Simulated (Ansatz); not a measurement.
# How BaS (Fm-3m) expands on warming, part 2 of 3

Wanted: α(T), C_P(T) and B(T) of BaS in the quasi-harmonic approximation.

Ansatz 0.2.0; DFT r2SCAN, scalar-relativistic, plane waves, PAW (the session's first sound run).

So far. Step 2 (A first coarse run): The start is under 0.81 GPa at this level and looks like an insulator or semiconductor on this mesh. Step 4 (Tight relaxation): The residual pressure is -0.0093 GPa, small enough for phonons.

### Step 6. Phonons on strained cells

The study relaxes the crystal at several strains, solves the phonons on some of them and minimises the free energy at each temperature (static energy, vibrations, the electrons in a metal, and PV under a set pressure); the q-mesh sets how far the force constants reach.

input.yaml reads:

```yaml
crystal:
  lattice:
    - [0.0, 3.2127200363, 3.2127200363]
    - [3.2127200363, 0.0, 3.2127200363]
    - [3.2127200363, 3.2127200363, 0.0]
  atoms:
    - { symbol: Ba, position: [0.0, 0.0, 0.0] }
    - { symbol: S, position: [0.5, 0.5, 0.5] }
kpoints:
  mp_grid: { grid: [8, 8, 8] }
hamiltonian:
  xc: r2scan
scf:
  occupations: { method: fixed }
output:
  eigenvalues: true
phonons:
  method: dfpt
  qmesh: [4, 4, 4]
  temperatures: { t_max: 800.0, t_step: 50 }
  thermal_expansion: {}
```

Launch:

```bash
> ansatz run input.yaml --threads 4 --pin off --max-ram 8192MiB --backend cpu --events-out ev --progress --plain --runs-dir out
```

Numbers of over 12 decimals in the logs are rounded to 6 here.

The program printed:

```text
The last accepted step is kept in <dir> (removed where the run ends without a failure and the disk answers)
Engine: ansatz 0.2.0, aarch64-unknown-linux-gnu
Pseudopotentials: kind: paw
Pseudopotential: Ba, paw, valence charge 10, recommended cutoff 500 eV (meta_gga), Ba.paw.azcp
Pseudopotential: S, paw, valence charge 6, recommended cutoff 500 eV (meta_gga), S.paw.azcp
Functional definition: r2SCAN
  parameter k0 = 0.174
  parameter k1 = 0.065
  parameter a1 = 4.9479
  exchange = r2scan_x(k0 = k0, k1 = k1, a1 = a1)
  correlation = r2scan_c
Crystal: 2 atoms, lattice volume = 66.321 Å³
Basis set: ecut = 580 eV, 2085 PW (Γ), exchange–correlation on 180×180×180 points (125 copies of the dense FFT grid, shifted against one another)
Bands: 12, of which v1, the nominal top of the filled ones, is band 8 counted from 1 (7 counted from 0)
Symmetry: 48 space group operations
Space group: Fm-3m (ITA 225), of the structure as read, at distance tolerance 4.0e-5 Å
k-points: 29 of 512
Non-local potential: Ba, projectors of the file, l = 0: 3, l = 1: 2, l = 2: 2, l = 3: 2
Non-local potential: S, projectors of the file, l = 0: 2, l = 1: 2, l = 2: 2
PAW form: soft (Blöchl's): semilocal exchange-correlation on the pseudo side does not see the compensation charge
PAW frozen core: Ba, regenerated for the run's functional (the file was generated under x = pbe(κ = 0.804, μ = 0.219515), c = pbe(β = 0.066725))
PAW frozen core: S, regenerated for the run's functional (the file was generated under x = pbe(κ = 0.804, μ = 0.219515), c = pbe(β = 0.066725))
PAW one-centre angular grid: Ba, 302 points (default); XC on 160 Gauss nodes
PAW one-centre angular grid: S, 302 points (default); XC on 160 Gauss nodes
Initial density: superposition of atomic densities (neutral atoms: chi_scale 0, normalization atom), corrected by the library's trained network
Initial wavefunctions: pseudopotential atomic-orbital guess
Functional: x = r2scan, c = r2scan; τ floored in thin density (d = 2e-4 eV/Å³)
SCF iter   1: F=—  HF=-6875.081283 eV  |F-HF|=—  |Δ(HF+E_count)|=         —  Δρ=3.89e-3  dr2=1.02e-2  dr2_τ=5.32e-3  ethr=1.77e-3  ⟨swp⟩=5.6  Hψ=2108  notcnv=0  defer=43
preconditioner: auto → none  [insulator: Δε(μ)=2.623 eV  Ē_g=12.647 eV  n_scr=14 (ndim 8)  ℏωp=17.1 eV  f_vac=0.000  ε∞_Penn≈2.8]
SCF iter   2: F=—  HF=-6875.132007 eV  |F-HF|=—  |Δ(HF+E_count)|=   5.07e-2  Δρ=1.82e-3  dr2=1.27e-3  dr2_τ=1.74e-4  ethr=6.37e-5  ⟨swp⟩=3.0  Hψ=954  notcnv=0  defer=53
SCF iter   3: F=—  HF=-6875.132207 eV  |F-HF|=—  |Δ(HF+E_count)|=   2.00e-4  Δρ=6.31e-4  dr2=2.75e-4  dr2_τ=3.09e-5  ethr=7.96e-6  ⟨swp⟩=2.4  Hψ=625  notcnv=0  defer=53
SCF iter   4: F=—  HF=-6875.132213 eV  |F-HF|=—  |Δ(HF+E_count)|=   5.73e-6  Δρ=2.15e-4  dr2=1.73e-5  dr2_τ=1.91e-6  ethr=1.72e-6  ⟨swp⟩=2.2  Hψ=524  notcnv=0  defer=53
SCF iter   5: F=—  HF=-6875.132224 eV  |F-HF|=—  |Δ(HF+E_count)|=   1.19e-5  Δρ=4.02e-5  dr2=7.91e-7  dr2_τ=4.79e-8  ethr=1.08e-7  ⟨swp⟩=2.7  Hψ=596  notcnv=0  defer=33
SCF iter   6: F=—  HF=-6875.132226 eV  |F-HF|=—  |Δ(HF+E_count)|=   1.68e-6  Δρ=3.25e-6  dr2=1.15e-8  dr2_τ=5.06e-10  ethr=4.94e-9  ⟨swp⟩=2.0  Hψ=558  notcnv=0  defer=8
SCF iter   7: F=—  HF=-6875.132226 eV  |F-HF|=—  |Δ(HF+E_count)|=  4.82e-10  Δρ=4.51e-7  dr2=7.56e-11  dr2_τ=1.30e-11  ethr=7.17e-11  ⟨swp⟩=2.0  Hψ=548  notcnv=0  defer=8
SCF iter   8: F=-6875.132226 eV  HF=-6875.132226 eV  |F-HF|=1.82e-11  |Δ(HF+E_count)|=  4.51e-10  Δρ=1.20e-7  dr2=6.99e-12  dr2_τ=5.25e-13  ethr=1.00e-12  ⟨swp⟩=8.7  Hψ=2517  notcnv=0
SCF 1 converged in 8 iterations: F = -6875.132226 eV  dr2 = 6.99e-12
[...]
relax step   1: F+E_penalty+E_count = -6875.13222608 eV  Δ(F+E_penalty+E_count) = +0.000e0 eV  max|allowed force component| = 4.848e-30 eV/Å  Δτ_max = 0.0000 Å  (8 SCF iters, accepted)
SCF converged after 8 iterations
Free energy (F): -6875.132226 eV
Harris-Foulkes:  -6875.132226 eV  (|F-HF|=1.82e-11)
Internal energy: -6875.132226 eV  (E = F + TS)
E sigma→0 (E₀):  -6875.132226 eV
Fermi energy:    5.389806 eV
--- Per-component energies (eV) ---
  E_band       = -61.979451
  E_kinetic    = 275.972471
  E_local      = -407.394263  (includes V_loc(G=0)·N_el)
  E_nonlocal   = 83.693408
  E_hartree    = 129.065007
  E_xc         = -250.178172
  E_vxc        = -243.754984  (∫ρ·V_xc dr)
  E_paw        = -5861.034130  (= ΣΔE_a)
  E_vpaw       = -40.315093  (= ΣTr[D̂ρ^β])
  E_aug_tail   = 0.000001  (compensation charges beyond the density's cutoff)
  E_vtau       = 11.688971  (kinetic-family band-sum trace: ∫τ·v_τ [+ j·A + Jᵃ·Aᵃ] dr)
  E_ewald      = -845.217197
  E_core_change = -0.039351  (= ΣΔE_core)
  E_smearing   = -0.000000  (= −TS)
  E_closure    = 0.000000  (closes the sum)
  Σ components = -6875.132226   (vs F -6875.132226, Δ=0.00e0)
--- Forces (eV/Å), atoms counted from 1 ---
  atom   1  Ba    -0.00000000     0.00000000    -0.00000000
  atom   2  S      0.00000000    -0.00000000     0.00000000
  max |Σ_I F_I| component: 7.13e-30 eV/Å
--- Stress (GPa, compression-positive) ---
       -0.009075      -0.000000       0.000000
        0.000000      -0.009075      -0.000000
       -0.000000      -0.000000      -0.009075
  P = ⅓ Tr σ = -0.0091 GPa (-0.091 kbar)
--- Band table (eV; the first three rows and the last of 29) ---
  k-point 0: bands = [... 4 lower, -5.3136, 5.3898, 5.3898, 5.3898, 9.6102, 9.7789, 9.7789, 9.7789]
  k-point 1: bands = [... 4 lower, -4.9806, 5.0273, 5.2076, 5.2076, 9.7526, 10.0030, 10.0030, 10.1721]
  k-point 2: bands = [... 4 lower, -4.5120, 4.3414, 4.8343, 4.8343, 9.9227, 10.6355, 10.6355, 11.3428]
  k-point 28: bands = [... 4 lower, -4.6637, 4.3631, 4.9569, 4.9569, 10.0864, 10.0864, 12.2932, 12.9128]
── thermal expansion: 3 new cells, 3 in all ──
thermal expansion: relaxation of cell 2
thermal expansion: relaxation of cell 3
── thermal expansion: 2 new cells, 5 in all ──
thermal expansion: relaxation of cell 4
thermal expansion: lower-state search of cell 4
thermal expansion: phonons of cell 4
thermal expansion: relaxation of cell 5
thermal expansion: phonons of cell 5
── thermal expansion: 5 new cells, 10 in all ──
thermal expansion: relaxation of cell 6
thermal expansion: relaxation of cell 7
thermal expansion: relaxation of cell 8
thermal expansion: relaxation of cell 9
thermal expansion: relaxation of cell 10
thermal expansion: phonons of cell 6
```

Run time: 47 min. Hardware: 4 threads of Arm Neoverse V1, shared host; peak memory 3.2 GiB.

The run was cut off at its time limit.

### Step 7. Relaxing at another setting

The functional, the potentials or the cutoff change, so the crystal is relaxed again at the new setting.

This step: DFT RPBE, scalar-relativistic, plane waves, PAW (Ansatz 0.2.0).

input.yaml, the sections that differ from step 6:

```yaml
hamiltonian:
  xc: rpbe
output:
  forces: true
  stress: true
  eigenvalues: true
relax:
  adjacent_minimum: "off"
  f_tol: 0.001
  max_steps: 60
  cell: { stress_tol: 0.01 }
# crystal, kpoints, scf: as in step 6
# phonons: removed
```

Total energies of two functionals don't compare. The cutoff isn't typed and follows the default for these files.

The program printed:

```text
[...]
Crystal: 2 atoms, lattice volume = 66.321 Å³
Basis set: ecut = 420 eV, 1291 PW (Γ), exchange–correlation on 64×64×64 points (8 copies of the dense FFT grid, shifted against one another)
Bands: 12, of which v1, the nominal top of the filled ones, is band 8 counted from 1 (7 counted from 0)
Symmetry: 48 space group operations
[...]
k-points: 29 of 512
[...]
SCF iter   1: F=—  HF=-6868.955815 eV  |F-HF|=—  |Δ(HF+E_count)|=         —  Δρ=1.71e-3  dr2=1.81e-3  ethr=1.77e-3  ⟨swp⟩=5.8  Hψ=2090  notcnv=0  defer=45
[...]
SCF iter   6: F=-6868.956280 eV  HF=-6868.956280 eV  |F-HF|=2.15e-9  |Δ(HF+E_count)|=   6.63e-8  Δρ=2.51e-6  dr2=4.55e-9  ethr=6.25e-10  ⟨swp⟩=8.2  Hψ=2664  notcnv=0
SCF 1 converged in 6 iterations: F = -6868.956280 eV  dr2 = 4.55e-9
[...]
relax step   1: F+E_penalty+E_count = -6868.95628036 eV  Δ(F+E_penalty+E_count) = +0.000e0 eV  max|allowed force component| = 4.898e-30 eV/Å  Δτ_max = 0.0000 Å  P = +1.608 GPa  Ω = 66.321 Å³  (6 SCF iters, dr2 threshold 1.00e-7 eV, accepted)
Crystal: 2 atoms, lattice volume = 69.541 Å³
Basis set: ecut = 420 eV, 1363 PW (Γ), exchange–correlation on 64×64×64 points (8 copies of the dense FFT grid, shifted against one another)
[...]
SCF iter   5: F=-6868.968773 eV  HF=-6868.968773 eV  |F-HF|=5.19e-7  |Δ(HF+E_count)|=   1.83e-5  Δρ=1.17e-5  dr2=1.39e-7  ethr=1.25e-9  ⟨swp⟩=8.5  Hψ=3222  notcnv=0
SCF 2 converged in 5 iterations: F = -6868.968773 eV  dr2 = 1.39e-7
relax step   2: F+E_penalty+E_count = -6868.96877317 eV  Δ(F+E_penalty+E_count) = -1.249e-2 eV  max|allowed force component| = 3.386e-30 eV/Å  Δτ_max = 0.0000 Å  P = -0.282 GPa  Ω = 69.541 Å³  energy of the carried Pulay correction = -3.989e-5 eV  (5 SCF iters, dr2 threshold 2.00e-7 eV, accepted)
Crystal: 2 atoms, lattice volume = 69.041 Å³
[...]
SCF iter   4: F=-6868.969248 eV  HF=-6868.969248 eV  |F-HF|=1.77e-7  |Δ(HF+E_count)|=   3.01e-6  Δρ=8.49e-6  dr2=7.89e-8  ethr=1.24e-9  ⟨swp⟩=8.1  Hψ=3100  notcnv=0
SCF 3 converged in 4 iterations: F = -6868.969248 eV  dr2 = 7.89e-8
relax step   3: F+E_penalty+E_count = -6868.96924843 eV  Δ(F+E_penalty+E_count) = -4.753e-4 eV  max|allowed force component| = 3.402e-30 eV/Å  Δτ_max = 0.0000 Å  P = -0.018 GPa  Ω = 69.041 Å³  energy of the carried Pulay correction = -3.382e-5 eV  (4 SCF iters, dr2 threshold 1.98e-7 eV, accepted)
[...]
relax step   4: F+E_penalty+E_count = -6868.96925082 eV  Δ(F+E_penalty+E_count) = -2.387e-6 eV  max|allowed force component| = 2.284e-30 eV/Å  Δτ_max = 0.0000 Å  P = -0.000 GPa  Ω = 69.008 Å³  energy of the carried Pulay correction = -3.342e-5 eV  (4 SCF iters, dr2 threshold 7.77e-10 eV, accepted)
[...]
SCF iter   6: F=-6868.969283 eV  HF=-6868.969283 eV  |F-HF|=2.73e-12  |Δ(HF+E_count)|=  1.00e-11  Δρ=1.27e-8  dr2=7.64e-14  ethr=1.00e-12  ⟨swp⟩=7.8  Hψ=2927  notcnv=0
SCF 5 converged in 6 iterations: F = -6868.969283 eV  dr2 = 7.64e-14
relax step   5: F+E_penalty+E_count = -6868.96928253 eV  Δ(F+E_penalty+E_count) = -3.172e-5 eV  max|allowed force component| = 2.810e-30 eV/Å  Δτ_max = 0.0000 Å  P = -0.001 GPa  Ω = 69.008 Å³  stress off target by 5.57e-4 GPa  SCF on the basis re-selected at this cell (its energy is not comparable with the rows above)  (6 SCF iters)
[...]
SCF converged after 6 iterations
Free energy (F): -6868.969283 eV
[...]
Internal energy: -6868.969283 eV  (E = F + TS)
E sigma→0 (E₀):  -6868.969283 eV
Fermi energy:    5.386707 eV
[...]
--- Stress (GPa, compression-positive) ---
       -0.000557      -0.000000      -0.000000
       -0.000000      -0.000557      -0.000000
       -0.000000      -0.000000      -0.000557
  P = ⅓ Tr σ = -0.0006 GPa (-0.006 kbar)
--- Band table (eV; the first three rows and the last of 29) ---
  k-point 0: bands = [... 4 lower, -4.8099, 5.3867, 5.3867, 5.3867, 9.0266, 9.4293, 9.4293, 9.4293]
  k-point 1: bands = [... 4 lower, -4.5938, 5.0387, 5.2183, 5.2183, 9.3864, 9.6032, 9.6334, 9.6334]
  k-point 2: bands = [... 4 lower, -4.2237, 4.3945, 4.8743, 4.8743, 9.5920, 10.2074, 10.2074, 10.7058]
  k-point 28: bands = [... 4 lower, -4.3302, 4.4276, 4.9487, 4.9487, 9.7491, 9.7491, 11.5093, 12.1147]
--- Relaxed structure (4 steps of the walk, 4 accepted, 1 SCFs on fresh bases) ---
[...]
cell:  # Å, volume = 69.0081 Å³
    - [0, 3.255542, 3.255542]
    - [3.255542, 0, 3.255542]
    - [3.255542, 3.255542, 0]
  atoms:
    - { symbol: Ba, position: [0, 0, 0] }
    - { symbol: S, position: [0.5, 0.5, 0.5] }
```

The job ended after 3.1 s (4 threads; peak memory 0.35 GiB).

Step by step:

| step | energy less that of the first step (eV) | largest force component (eV/Å) | pressure (GPa) | volume (Å³) |
| --- | --- | --- | --- | --- |
| 1 | 0.0000 | 0.0000 | 1.61 | 66.32 |
| 2 | -0.0125 | 0.0000 | -0.28 | 69.54 |
| 3 | -0.0130 | 0.0000 | -0.02 | 69.04 |
| 4 | -0.0130 | 0.0000 | 0.00 | 69.01 |
| 5* | -0.0130 | 0.0000 | 0.00 | 69.01 |

Relaxation steps marked * repeat the geometry before them on a plane-wave basis chosen anew for their cell, so energy and pressure can jump there.

Forces are held to the 48 operations that the run works with; a distortion that breaks them can't arise in this run.

| conventional cell, symmetrised | before | after | change |
| --- | --- | --- | --- |
| a (Å) | 6.425 | 6.511 | +1.3 % |
| b (Å) | 6.425 | 6.511 | +1.3 % |
| c (Å) | 6.425 | 6.511 | +1.3 % |
| volume (Å³/atom) | 33.16 | 34.50 | +4.1 % |

The relaxed structure:

```xyz
2
Lattice="0.0000 3.2555 3.2555 3.2555 0.0000 3.2555 3.2555 3.2555 0.0000" Properties=species:S:1:pos:R:3 pbc="T T T"
Ba    0.0000    0.0000    0.0000
S     3.2555    3.2555    3.2555
```

This step gave:

```
pressure          : -5.57e-4 GPa
gap on the k-mesh : 2.432 eV
volume per atom   : 34.50 Å³
```

The residual pressure is -5.6e-4 GPa, small enough for phonons.

(Part 2 of 3 ends here.)

[Logs are printed without paths, hosts, clocks, repeated set-up lines and the standing remarks that a program may print on its own settings, such as how far it seeks lower states.]

[Hosts, paths, dates, database ids (printed as entryN), source tags and the programs' standing remarks are cut or masked in the printed files.]

[A step with changed settings may run another functional than the one named; its input shows which.]
